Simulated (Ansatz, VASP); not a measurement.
**BaTiO3 in VASP and in Ansatz**

```xyz
10
Lattice="-8.0667 0.0000 0.0000 0.0000 -2.8721 2.8810 0.0000 2.8721 2.8810" Properties=species:S:1:pos:R:3 pbc="T T T"
Ba    0.0000    0.0000    0.0000
Ba   -4.0334    0.0000    0.0000
Ti   -2.0167    0.0000    2.9265
Ti   -6.0500    0.0000    2.9265
O     0.0000    0.0000    2.8355
O    -4.0334    0.0000    2.8355
O    -2.0167   -1.4108    4.3106
O    -6.0500   -1.4108    4.3106
O    -2.0167    1.4108    4.3106
O    -6.0500    1.4108    4.3106
```

Alike in both runs: task single point; functional r2SCAN; k mesh 3 × 6 × 6; no spin polarisation.

```csv
,VASP,Ansatz
version,VASP 6.6.1,Ansatz 0.2.0
potentials or method,"VASP PAW PBE potentials, release 64 (Ba_sv, Ti_sv, O)",PAW plane waves
plane-wave cutoff (eV),520,500
occupations,"fermi-dirac, width 0.1 eV",fermi-dirac
valence electrons in the cell,80,80
```

|  | VASP | Ansatz | Ansatz less VASP |
| --- | --- | --- | --- |
| pressure (GPa) | -5.5 | -7.2 | -1.71 |
| largest component of the traceless stress (GPa) | 0.65 | 0.64 | -0.013 |
| rms of the force components (eV/Å) | 0.133 | 0.151 | +0.0182 |

Atom by atom the forces differ by 0.021 eV/Å (rms over components).

Caveats: the PAW data sets were made with another functional, which shifts forces and pressure a little (VASP). A k mesh can miss the band edges.
